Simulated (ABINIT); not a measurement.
Ga:

```
CELL_PARAMETERS angstrom
2.71648 0.00000 0.00000
0.00000 2.71648 0.00000
0.00000 0.00000 2.71648
ATOMIC_POSITIONS crystal
Ga 0.00000 0.00000 0.00000
```

The cell was built by a generator and needn't be a form met in nature.

Base run:

| Item | Value |
| --- | --- |
| Program | ABINIT 10.8.3 (patched build) |
| Functional | BLYP |
| Potentials or basis | JTH PAW PBE v2.0 |
| Cutoff | 544 eV |
| k mesh | 10 × 10 × 10 |
| Occupations | fermi-dirac, width 0.05 eV |
| Spin | no spin polarisation |

Its results: band gap on the k mesh none (metal or under the smearing width); pressure 5.1 GPa.

After a change of settings the same cell gave: band gap on the k mesh none (metal or under the smearing width); pressure 0.4 GPa. Which change was it?
A. functional from BLYP to revPBE
B. functional from BLYP to WC
C. functional from BLYP to RPBE
D. functional from BLYP to PW91

D.

PW91 binds more tightly than BLYP, so the same cell stands under less pressure.

Caveats: the PAW data sets were made with another functional, which shifts forces and pressure a little.

Runs at the PBE level aren't shown here.
